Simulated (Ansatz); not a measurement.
**From the elastic tensor of GaSb at 5 GPa (stress–strain coefficients) to moduli and sound speeds**

Method: DFT PBE, scalar-relativistic, plane waves, PAW (Ansatz). Plane waves to 420 eV; Γ-centred k mesh 12×12×12; fixed occupations. No spin polarisation.

The structure is cubic, space group F-43m (No. 216). The conventional cell has a = 6.030 Å, b = 6.030 Å, c = 6.030 Å, α = 90.00°, β = 90.00°, γ = 90.00°. Around Ga (site symmetry -43m) lie 4 Sb at 2.61 Å. Sb (site symmetry -43m) has 4 Ga at 2.61 Å as nearest neighbours.

Spin–orbit coupling is left out, which matters for heavy elements. At this pressure the crystal is close to a known change of phase. The bands were filled as in an insulator; under compression the gap may have closed between mesh points.

Relaxed-ion constants (GPa, on the Cartesian axes of the calculation):
```
96.4 53.1 53.1  0.0  0.0  0.0
53.1 96.4 53.1  0.0  0.0  0.0
53.1 53.1 96.4  0.0  0.0  0.0
 0.0  0.0  0.0 41.5  0.0  0.0
 0.0  0.0  0.0  0.0 41.5  0.0
 0.0  0.0  0.0  0.0  0.0 41.5
```

Density 5.800 g/cm³; 2 atoms in 54.82 Å³.

The values that follow are for a polycrystal of randomly turned grains, by Hill's mean where one number stands.

With S = C⁻¹: B_V = (C11+C22+C33+2(C12+C13+C23))/9, G_V = (C11+C22+C33−C12−C13−C23+3(C44+C55+C66))/15, 1/B_R = S11+S22+S33+2(S12+S13+S23), 15/G_R = 4(S11+S22+S33−S12−S13−S23)+3(S44+S55+S66); Hill is their mean. Then v_l = √((B+4G/3)/ρ), v_t = √(G/ρ), v_m = [(2/v_t³+1/v_l³)/3]^(−1/3) and Θ = (ħ/k_B)·v_m·(6π²n/V)^(1/3) for n atoms in the volume V; E = 9BG/(3B+G), ν = (3B−2G)/(2(3B+G)) and A^U = 5G_V/G_R + B_V/B_R − 6.

```json
{"Bulk modulus, Voigt / Reuss / Hill": "67.5 / 67.5 / 67.5 GPa", "Shear modulus, Voigt / Reuss / Hill": "33.6 / 30.4 / 32.0 GPa", "Young's modulus": "83 GPa", "Poisson ratio": "0.295", "Pugh ratio B/G": "2.11", "Universal anisotropy index": "0.53", "Longitudinal and transverse sound speeds": "4358 and 2348 m/s", "Debye temperature from the mean sound speed": "259 K"}
```

Cost: 1 run of about 2.8 core-minutes, on Intel Xeon 6975P-C (Granite Rapids) (shared hosts).

Compressed GaSb resists a change of volume much more strongly than a change of shape, and its shear response is clearly anisotropic. C44 (41.5 GPa) lies well above half the difference between C11 and C12. Tetragonal shear mainly bends the angles between the directional sp³ bonds, which costs little, whereas the shear measured by C44 also stretches bonds, even after the sublattices have relaxed against each other. The crystal is therefore stiffest along the bond directions.

That C12 exceeds C44 is no sign of metallic bonding: for stress–strain coefficients, the applied pressure alone would produce most of this gap in a solid with central forces. Likewise, the Pugh ratio of 2.11 doesn't establish ductility, since plastic flow in a zinc-blende semiconductor is governed by dislocation mobility in a covalent lattice. The constants satisfy the elastic stability conditions, so the lattice withstands small homogeneous strains, but this doesn't show that zinc blende has the lowest enthalpy at this pressure.
